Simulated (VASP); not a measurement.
Crystal: SnO2 (Cassiterite).

```
Sn O
1.0
     4.73800    0.00000    0.00000
     0.00000    4.73800    0.00000
     0.00000    0.00000    3.18650
Sn O
2 4
Direct
  0.00000 0.00000 0.00000
  0.50000 0.50000 0.50000
  0.30710 0.30710 0.00000
  0.19290 0.80710 0.50000
  0.69290 0.69290 0.00000
  0.80710 0.19290 0.50000
```

| Quantity | Value |
| --- | --- |
| Program | VASP 6.6.1 |
| Task | relaxation of cell and atoms |
| Functional | PBEsol |
| Potentials or basis | VASP PAW PBE potentials, release 64 (Sn_d, O) |
| Cutoff | 600 eV |
| k mesh | 6 × 6 × 8 |
| Occupations | gaussian, width 0.02 eV |
| Spin | no spin polarisation |

At the start: pressure 5.2 GPa; volume 11.92 Å³/atom.

Problem. How do energy, volume and symmetry change on relaxing?

Solution. Over 8 steps the energy falls by 5.0 meV/atom and the volume is 12.21 Å³/atom (+2.4 %); space group P4_2/mnm (No. 136, to 0.05 Å).

Step by step:
| step | energy change (eV) | largest force (eV/Å) | pressure (GPa) | volume (Å³) |
| --- | --- | --- | --- | --- |
| 1 | 0.0000 | 0.2277 | 5.24 | 71.53 |
| 2 | 0.0239 | 0.2179 | -6.27 | 75.64 |
| 3 | -0.0302 | 0.0173 | -0.05 | 73.24 |
| 4 | -0.0302 | 0.0211 | 0.08 | 73.21 |
| 5 | -0.0302 | 0.0064 | 0.06 | 73.21 |
| 6 | -0.0303 | 0.0022 | 0.07 | 73.20 |
| 7 | -0.0302 | 0.0007 | -0.10 | 73.26 |
| 8 | -0.0303 | 0.0004 | 0.02 | 73.23 |

Final structure:
```yaml
crystal:
  lattice:
    - [4.77173, 0.00000, 0.00000]
    - [0.00000, 4.77173, 0.00000]
    - [0.00000, 0.00000, 3.21622]
  atoms:
    - { symbol: Sn, position: [0.00000, 0.00000, 0.00000] }
    - { symbol: Sn, position: [0.50000, 0.50000, 0.50000] }
    - { symbol: O, position: [0.30624, 0.30624, 0.00000] }
    - { symbol: O, position: [0.19376, 0.80624, 0.50000] }
    - { symbol: O, position: [0.69376, 0.69376, 0.00000] }
    - { symbol: O, position: [0.80624, 0.19376, 0.50000] }
```

Caveat: the PAW data sets were made with another functional, which shifts forces and pressure a little.
